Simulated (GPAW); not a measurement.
# Sn (I4/mmm) in GPAW: further runs

One crystal, Sn, is run at these levels: PBEsol; tasks: relaxation of cell and atoms.

Program: GPAW 26.7.0. These are calculated values, not measurements. Logs are shortened: lines on timing, memory, paths and dates and some standing lists are left out, and cuts for length are marked. The log counts tension as positive stress, the text compression.

### 1 Starting point

The structure is tetragonal, space group I4/mmm (No. 139). Conventional cell: a = 4.058 Å, b = 4.058 Å, c = 3.322 Å, α = 90.00°, β = 90.00°, γ = 90.00°. Sn (site symmetry 4/mmm) is surrounded by 10 Sn at 3.32 Å.

This isn't the form of Sn at room conditions, which is tetragonal (white tin).

### 2 Relaxation of cell and atoms, PBEsol

run.py

```python
from ase import Atoms
from ase.filters import FrechetCellFilter
from ase.io import write
from ase.optimize import BFGS
from gpaw import GPAW, PW, setup_paths

setup_paths.insert(0, '.')

atoms = Atoms(['Sn'],
              cell=[[-2.029189411, 2.029189411, 1.6607599896],
                    [2.029189411, -2.029189411, 1.6607599896],
                    [2.029189411, 2.029189411, -1.6607599896]],
              scaled_positions=[[0.0, 0.0, 0.0]],
              pbc=True)

calc = GPAW(mode=PW(600),
            xc='PBEsol',
            kpts={'size': (9, 9, 9), 'gamma': True},
            occupations={'name': 'fermi-dirac', 'width': 0.05},
            nbands=14,
            convergence={'density': 1e-05, 'forces': 0.0001},
            maxiter=150,
            txt='gpaw.txt')
atoms.calc = calc
opt = BFGS(FrechetCellFilter(atoms), trajectory='relax.traj', logfile='-')
done = opt.run(fmax=0.02, steps=60)
calc.write('gs.gpw')
write('result.traj', atoms)
print('Converged:', done)
print('Cell:', atoms.cell.cellpar().round(4))
print('Volume:', round(atoms.get_volume(), 4))
print(atoms.get_scaled_positions().round(5))
```

Potentials or basis: PAW data sets generated in the run's folder for this functional, pw.

Run with:

```console
$ gpaw-setup -f PBEsol Sn
$ OMP_NUM_THREADS=1 python run.py
```

gpaw.txt:

```text
__  _  _
 | _ |_)|_||  |
 |__||  | ||/\| - 26.7.0

Input parameters:
  mode=PW(ecut=600.0),
  convergence={'density': 1e-05, 'forces': 0.0001},
  kpts=MonkhorstPack(size=(9, 9, 9), gamma=True),
  maxiter=150,
  nbands=14,
  occupations=Occupations(name='fermi-dirac', width=0.05),
  xc=XC(name='PBEsol')

Diagonalizing LCAO Hamiltonian
Converting LCAO to pw mode

       Sn

Atoms  # Å, Bohr magnetons
|   | symbol |        x |        y |        z |    initial magnetic moments |
|---|--------|----------|----------|----------|-----------------------------|
| 0 |     Sn | 0.000000 | 0.000000 | 0.000000 | ( 0.0000,  0.0000,  0.0000) |

Unit cell  # Å
| periodic |         x |         y |         z |  lengths |     angles |
|----------|-----------|-----------|-----------|----------|------------|
|      yes | -2.029189 |  2.029189 |  1.660760 | 3.315621 | 104.530205 |
|      yes |  2.029189 | -2.029189 |  1.660760 | 3.315621 | 104.530205 |
|      yes |  2.029189 |  2.029189 | -1.660760 | 3.315621 | 119.882259 |
[... 131 lines left out ...]
SCF iterations
|iter     | |      energy | eigst |  dens |force |
|---------|-|-------------|-------|-------|------|
|iter:   1| |   -4.453826 | -0.15 |       |      |
|iter:   2| |   -4.452769 | -2.68 | -1.75 |      |
|iter:   3| |   -4.439576 | -2.90 | -1.78 |      |
|iter:   4| |   -4.439529 | -3.87 | -2.34 |      |
|iter:   5| |   -4.439592c| -5.07 | -2.97 |      |
|iter:   6| |   -4.439598c| -6.34 | -3.82 |      |
|iter:   7| |   -4.439598c| -7.51c| -4.53 |      |
|iter:   8| |   -4.439598c| -8.04c| -5.15c|      |
|iter:   9| |   -4.439598c| -8.58c| -5.97c|-22.15c|

Converged in 9 steps
Energy contributions relative to reference atoms: (reference = -167935.903346)
[... 34 lines left out ...]
No gap
No difference between direct/indirect transitions

Stress tensor  # eV/Ang^3
|        x |        y |        z |
|----------|----------|----------|
| 0.017234 | 0.000000 | 0.000000 |
| 0.000000 | 0.017234 | 0.000000 |
| 0.000000 | 0.000000 | 0.001488 |

Forces  # eV/Ang
|       x |       y |       z |
|---------|---------|---------|
| 0.00000 | 0.00000 | 0.00000 |  # Sn   0

Interpolating wave functions to new cell

       Sn
[... 143 lines left out ...]
SCF iterations
|iter     | |      energy | eigst |  dens |force |
|---------|-|-------------|-------|-------|------|
|iter:   1| |   -4.449756 | -1.43 |       |      |
|iter:   2| |   -4.449037 | -3.81 | -2.19 |      |
|iter:   3| |   -4.445022c| -3.88 | -2.23 |      |
|iter:   4| |   -4.445003c| -4.66 | -2.89 |      |
|iter:   5| |   -4.445035c| -5.06 | -3.34 |      |
|iter:   6| |   -4.445035c| -6.91 | -4.22 |      |
|iter:   7| |   -4.445035c| -7.76c| -4.95 |      |
|iter:   8| |   -4.445035c| -7.97c| -5.44c|      |
|iter:   9| |   -4.445035c| -8.37c| -6.18c|-23.45c|

Converged in 9 steps
Energy contributions relative to reference atoms: (reference = -167935.903346)
[... 34 lines left out ...]
No gap
No difference between direct/indirect transitions

Stress tensor  # eV/Ang^3
|        x |        y |         z |
|----------|----------|-----------|
| 0.012872 | 0.000000 |  0.000000 |
| 0.000000 | 0.012872 |  0.000000 |
| 0.000000 | 0.000000 | -0.001658 |

Forces  # eV/Ang
|       x |        y |       z |
|---------|----------|---------|
| 0.00000 | -0.00000 | 0.00000 |  # Sn   0

Interpolating wave functions to new cell

       Sn
[... 143 lines left out ...]
SCF iterations
|iter     | |      energy | eigst |  dens |force |
|---------|-|-------------|-------|-------|------|
|iter:   1| |   -4.487470 | -0.45 |       |      |
|iter:   2| |   -4.482383 | -2.88 | -1.74 |      |
|iter:   3| |   -4.452503 | -2.99 | -1.77 |      |
|iter:   4| |   -4.452243 | -3.66 | -2.42 |      |
|iter:   5| |   -4.452448c| -4.20 | -2.90 |      |
|iter:   6| |   -4.452457c| -5.66 | -3.69 |      |
|iter:   7| |   -4.452457c| -7.40c| -4.65 |      |
|iter:   8| |   -4.452457c| -7.58c| -5.03c|      |
|iter:   9| |   -4.452457c| -8.33c| -5.76c|-23.50c|

Converged in 9 steps
Energy contributions relative to reference atoms: (reference = -167935.903346)
[... 34 lines left out ...]
No gap
No difference between direct/indirect transitions

Stress tensor  # eV/Ang^3
|         x |        y |         z |
|-----------|----------|-----------|
|  0.000843 | 0.000000 | -0.000000 |
|  0.000000 | 0.000843 |  0.000000 |
| -0.000000 | 0.000000 | -0.011316 |

Forces  # eV/Ang
|       x |       y |       z |
|---------|---------|---------|
| 0.00000 | 0.00000 | 0.00000 |  # Sn   0

Interpolating wave functions to new cell

       Sn
[... 191 lines left out ...]
No gap
No difference between direct/indirect transitions

Stress tensor  # eV/Ang^3
|         x |         y |         z |
|-----------|-----------|-----------|
| -0.000466 | -0.000000 | -0.000000 |
| -0.000000 | -0.000466 |  0.000000 |
| -0.000000 |  0.000000 | -0.011550 |

Forces  # eV/Ang
|       x |       y |       z |
|---------|---------|---------|
| 0.00000 | 0.00000 | 0.00000 |  # Sn   0

Interpolating wave functions to new cell

       Sn
[... 143 lines left out ...]
SCF iterations
|iter     | |      energy | eigst |  dens |force |
|---------|-|-------------|-------|-------|------|
|iter:   1| |   -4.492588 | +0.15 |       |      |
|iter:   2| |   -4.490601 | -2.37 | -1.62 |      |
|iter:   3| |   -4.458232 | -2.90 | -1.65 |      |
|iter:   4| |   -4.457459 | -3.99 | -2.35 |      |
|iter:   5| |   -4.457500c| -5.68 | -3.10 |      |
|iter:   6| |   -4.457505c| -6.42 | -3.60 |      |
|iter:   7| |   -4.457505c| -7.59c| -4.78 |      |
|iter:   8| |   -4.457505c| -8.15c| -5.27c|      |
|iter:   9| |   -4.457505c| -8.53c| -6.52c|-24.15c|

Converged in 9 steps
Energy contributions relative to reference atoms: (reference = -167935.903346)
[... 34 lines left out ...]
No gap
No difference between direct/indirect transitions

Stress tensor  # eV/Ang^3
|         x |         y |         z |
|-----------|-----------|-----------|
| -0.004626 |  0.000000 |  0.000000 |
|  0.000000 | -0.004626 |  0.000000 |
|  0.000000 |  0.000000 | -0.001289 |

Forces  # eV/Ang
|       x |       y |       z |
|---------|---------|---------|
| 0.00000 | 0.00000 | 0.00000 |  # Sn   0

Interpolating wave functions to new cell

       Sn
[... 191 lines left out ...]
No gap
No difference between direct/indirect transitions

Stress tensor  # eV/Ang^3
|         x |         y |         z |
|-----------|-----------|-----------|
| -0.001530 | -0.000000 | -0.000000 |
| -0.000000 | -0.001530 |  0.000000 |
| -0.000000 |  0.000000 | -0.000153 |

Forces  # eV/Ang
|       x |       y |       z |
|---------|---------|---------|
| 0.00000 | 0.00000 | 0.00000 |  # Sn   0

Interpolating wave functions to new cell

       Sn
[... 191 lines left out ...]
No gap
No difference between direct/indirect transitions

Stress tensor  # eV/Ang^3
|         x |         y |        z |
|-----------|-----------|----------|
| -0.000062 |  0.000000 | 0.000000 |
|  0.000000 | -0.000062 | 0.000000 |
|  0.000000 |  0.000000 | 0.000688 |

Forces  # eV/Ang
|        x |        y |       z |
|----------|----------|---------|
| -0.00000 | -0.00000 | 0.00000 |  # Sn   0

# Writing to gs.gpw (mode='')
```

stdout:

```text
Step          Energy          fmax
BFGS:    0       -4.441744        0.471418
BFGS:    1       -4.447206        0.347184
BFGS:    2       -4.454666        0.294219
BFGS:    3       -4.456132        0.299225
BFGS:    4       -4.458687        0.119053
BFGS:    5       -4.459800        0.039701
BFGS:    6       -4.460104        0.017936
Converged: True
Cell: [  3.247    3.247    3.247  106.1705 106.1705 116.2959]
Volume: 26.0681
[[0. 0. 0.]]
```

It took 71 s on 1 thread of Arm Neoverse V2, shared host; peak memory 0.23 GiB.

What came out:

- Free energy: -4.4601 eV
- Relaxed volume: 26.07 Å³/atom
- Relaxed cell: a = 3.247 Å, b = 3.247 Å, c = 3.247 Å, α = 106.17°, β = 106.17°, γ = 116.30°
- Space group after relaxing (to 0.05 Å): I4/mmm (No. 139)
- Energy gained by relaxing: 18.8 meV/atom
- Ionic steps: 7
- Pressure after relaxing: 0.0 GPa
- Band gap on the k mesh: none (metal or under the smearing width)

Step by step:
```
step  energy change (eV)  largest force (eV/Å)  pressure (GPa)  volume (Å³)
   1              0.0000                0.0000           -1.92        27.35
   2             -0.0054                0.0000           -1.29        26.97
   3             -0.0129                0.0000            0.51        26.00
   4             -0.0145                0.0000            0.67        25.91
   5             -0.0179                0.0000            0.56        25.74
   6             -0.0185                0.0000            0.17        25.95
   7             -0.0188                0.0000           -0.03        26.07
```

Final structure:
```cif
data_structure
_symmetry_space_group_name_H-M 'P 1'
_symmetry_Int_Tables_number 1
_cell_length_a 3.2470
_cell_length_b 3.2470
_cell_length_c 3.2470
_cell_angle_alpha 106.171
_cell_angle_beta 106.171
_cell_angle_gamma 116.296
_cell_volume 26.07
loop_
_atom_site_label
_atom_site_type_symbol
_atom_site_fract_x
_atom_site_fract_y
_atom_site_fract_z
_atom_site_occupancy
Sn1 Sn 0.00000 0.00000 0.00000 1
```

Levels at points of the mesh, in eV from the Fermi level:
| k point | band 4 | band 5 | band 6 | band 7 | band 8 | band 9 | band 10 |
| --- | --- | --- | --- | --- | --- | --- | --- |
| (0.00, 0.00, 0.00) | -21.39 | -21.31 | -11.41 | 7.65 | 7.65 | 9.14 | 11.33 |

Caveat: later steps reuse the first step's grids.

### 3 Relaxation of cell and atoms, PBEsol, target pressure 2 GPa, at which the enthalpy is minimised

run.py: that of step 2 with these lines changed.

```diff
@@ -4,2 +4,3 @@
 from ase.optimize import BFGS
+from ase.units import GPa
 from gpaw import GPAW, PW, setup_paths
@@ -24,3 +25,3 @@
 atoms.calc = calc
-opt = BFGS(FrechetCellFilter(atoms), trajectory='relax.traj', logfile='-')
+opt = BFGS(FrechetCellFilter(atoms, scalar_pressure=2 * GPa), trajectory='relax.traj', logfile='-')
 done = opt.run(fmax=0.02, steps=60)
```

Potentials or basis: PAW data sets generated in the run's folder for this functional, pw.

Run with:

```console
$ gpaw-setup -f PBEsol Sn
$ OMP_NUM_THREADS=1 python run.py
```

Run time: 62 s. Hardware: 1 thread of Arm Neoverse V2, shared host; peak memory 0.24 GiB.

Results (log left out):

| Quantity | Value |
| --- | --- |
| Free energy | -4.4548 eV |
| Relaxed volume | 25.21 Å³/atom |
| Relaxed cell | a = 3.210 Å, b = 3.210 Å, c = 3.210 Å, α = 106.35°, β = 106.35°, γ = 115.91° |
| Space group after relaxing (to 0.05 Å) | I4/mmm (No. 139) |
| Energy change on relaxing (the enthalpy is what falls) | -13.5 meV/atom |
| Ionic steps | 6 |
| Pressure after relaxing | 2.0 GPa |
| Band gap on the k mesh | none (metal or under the smearing width) |

The path:
```tsv
step	energy change (eV)	largest force (eV/Å)	pressure (GPa)	volume (Å³)
1	0.0000	0.0000	-1.92	27.35
2	-0.0075	0.0000	-0.52	26.58
3	-0.0039	0.0000	2.63	25.17
4	-0.0060	0.0000	2.51	25.20
5	-0.0144	0.0000	1.87	25.28
6	-0.0135	0.0000	2.01	25.21
```

Final structure:
```cif
data_structure
_symmetry_space_group_name_H-M 'P 1'
_symmetry_Int_Tables_number 1
_cell_length_a 3.2098
_cell_length_b 3.2098
_cell_length_c 3.2098
_cell_angle_alpha 106.352
_cell_angle_beta 106.352
_cell_angle_gamma 115.908
_cell_volume 25.21
loop_
_atom_site_label
_atom_site_type_symbol
_atom_site_fract_x
_atom_site_fract_y
_atom_site_fract_z
_atom_site_occupancy
Sn1 Sn 0.00000 0.00000 0.00000 1
```

Levels at points of the mesh, in eV from the Fermi level:
| k point | band 3 | band 4 | band 5 | band 6 | band 7 | band 8 | band 9 | band 10 |
| --- | --- | --- | --- | --- | --- | --- | --- | --- |
| (0.00, 0.00, 0.00) | -21.49 | -21.40 | -21.32 | -11.67 | 7.98 | 7.98 | 9.44 | 11.63 |

Caveat: later steps reuse the first step's grids.

### 4 Relaxation of cell and atoms, PBEsol, target pressure 5 GPa, at which the enthalpy is minimised

run.py: that of step 3 with these lines changed.

```diff
@@ -25,3 +25,3 @@
 atoms.calc = calc
-opt = BFGS(FrechetCellFilter(atoms, scalar_pressure=2 * GPa), trajectory='relax.traj', logfile='-')
+opt = BFGS(FrechetCellFilter(atoms, scalar_pressure=5 * GPa), trajectory='relax.traj', logfile='-')
 done = opt.run(fmax=0.02, steps=60)
```

Run with:

```console
$ gpaw-setup -f PBEsol Sn
$ OMP_NUM_THREADS=1 python run.py
```

Run time: 1.7 min. Hardware: 1 thread of Arm Neoverse V2, shared host; peak memory 0.25 GiB.

The run converged. Its results:

```
Free energy                                            : -4.4321 eV
Relaxed volume                                         : 24.15 Å³/atom
Relaxed cell                                           : a = 3.161 Å, b = 3.161 Å, c = 3.161 Å, α = 106.81°, β = 106.81°, γ = 114.93°
Space group after relaxing (to 0.05 Å)                 : I4/mmm (No. 139)
Energy change on relaxing (the enthalpy is what falls) : +8.6 meV/atom
Ionic steps                                            : 9
Pressure after relaxing                                : 5.0 GPa
Band gap on the k mesh                                 : none (metal or under the smearing width)
```

The path:
| step | energy change (eV) | largest force (eV/Å) | pressure (GPa) | volume (Å³) |
| --- | --- | --- | --- | --- |
| 1 | 0.0000 | 0.0000 | -1.92 | 27.35 |
| 2 | -0.0070 | 0.0000 | 0.73 | 26.00 |
| 3 | 0.0258 | 0.0000 | 5.97 | 24.07 |
| 4 | 0.0178 | 0.0000 | 5.37 | 24.25 |
| 5 | 0.0020 | 0.0000 | 4.31 | 24.53 |
| 6 | 0.0006 | 0.0000 | 3.24 | 24.72 |
| 7 | 0.0011 | 0.0000 | 4.18 | 24.42 |
| 8 | 0.0052 | 0.0000 | 4.66 | 24.27 |
| 9 | 0.0086 | 0.0000 | 5.05 | 24.15 |

Final structure:
```xyz
1
Lattice="-1.8845 1.8845 1.7000 1.8845 -1.8845 1.7000 1.8845 1.8845 -1.7000" Properties=species:S:1:pos:R:3 pbc="T T T"
Sn    0.0000    0.0000    0.0000
```

Levels at points of the mesh, in eV from the Fermi level:
| k point | band 5 | band 6 | band 7 | band 8 | band 9 | band 10 |
| --- | --- | --- | --- | --- | --- | --- |
| (0.00, 0.00, 0.00) | -21.32 | -12.00 | 8.52 | 8.52 | 9.79 | 12.19 |

Caveat: later steps reuse the first step's grids.

### 5 Summary

```tsv
cell	target pressure	gap on the mesh (eV)	pressure (GPa)
relaxed	-	none	0.0
relaxed to 2 GPa	2 GPa	none	2.0
relaxed to 5 GPa	5 GPa	none	5.0
```

Alike in all rows: task relaxation of cell and atoms; level PBEsol; potentials or basis PAW data sets generated in the run's folder for this functional, pw; no spin polarisation; k mesh 9 × 9 × 9; cutoff (eV) 600; smearing fermi-dirac 0.05 eV.

Caveats: later steps reuse the first step's grids.

Total energies depend on the potentials used, so only differences within one code and one set of settings carry meaning.
